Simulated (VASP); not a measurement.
A run of VASP 6.6.1:

File INCAR:

```
PREC     = Accurate       # precision mode
ENCUT    = 520            # plane-wave cutoff, eV
EDIFF    = 1E-6           # SCF threshold, eV
ISMEAR   = 0              # smearing method
SIGMA    = 0.03           # smearing width, eV
LREAL    = F              # projectors in reciprocal space
LASPH    = T              # aspherical terms in the spheres
NELM     = 120            # most SCF steps
ALGO     = Fast           # electronic algorithm
ISIF     = 2              # what is computed and relaxed
LWAVE    = F              # write WAVECAR
LCHARG   = F              # write CHGCAR
LDIPOL   = T            
IDIPOL   = 3            
DIPOL    = 0.5 0.5 0.500
GGA      = PE             # functional
IBRION   = 2              # ionic algorithm
NSW      = 90             # ionic steps
EDIFFG   = -0.01          # ionic threshold
ISYM     = 0            
KPAR     = 4
```

KPOINTS

```
regular mesh
0
Gamma
  4 7 1
```

File POSCAR:

```
Si
1.0
    7.6933218000      0.0000000000      0.0000000000
    0.0000000000      3.8466609000      0.0000000000
    0.0000000000      0.0000000000     21.4000000000
Si
12
Direct
   -0.0935876600      0.0000000000      0.3551401900
    0.5935876600      1.0000000000      0.3271028000
    0.5000000000      0.5000000000      0.4046729000
    0.0000000000      0.5000000000      0.4046729000
    0.2500000000      0.5000000000      0.4682243000
    0.7500000000      0.5000000000      0.4682243000
    0.7500000000      1.0000000000      0.5317757000
    0.2500000000      0.0000000000      0.5317757000
    0.5000000000      0.0000000000      0.5953271000
    0.0000000000      0.0000000000      0.5953271000
   -0.0935876600      0.5000000000      0.6448598100
    0.5935876600      0.5000000000      0.6728972000
```

Potentials or basis: VASP PAW PBE potentials, release 64 (Si).

Launch:

```bash
$ cat potpaw_PBE.64/Si/POTCAR > POTCAR
$ mpirun -np 4 vasp_std > vasp.out
```

Hardware: 4 MPI ranks on AMD EPYC 9R14 (Zen 4), on a shared host.

**Question.** Estimate the wall time of this run.

**Answer.** Run time: 24 min on 4 MPI ranks on AMD EPYC 9R14 (Zen 4), with other jobs on the host, peak memory 0.76 GiB a rank. Counts: scf iterations 278, k points 15, ion steps 30.
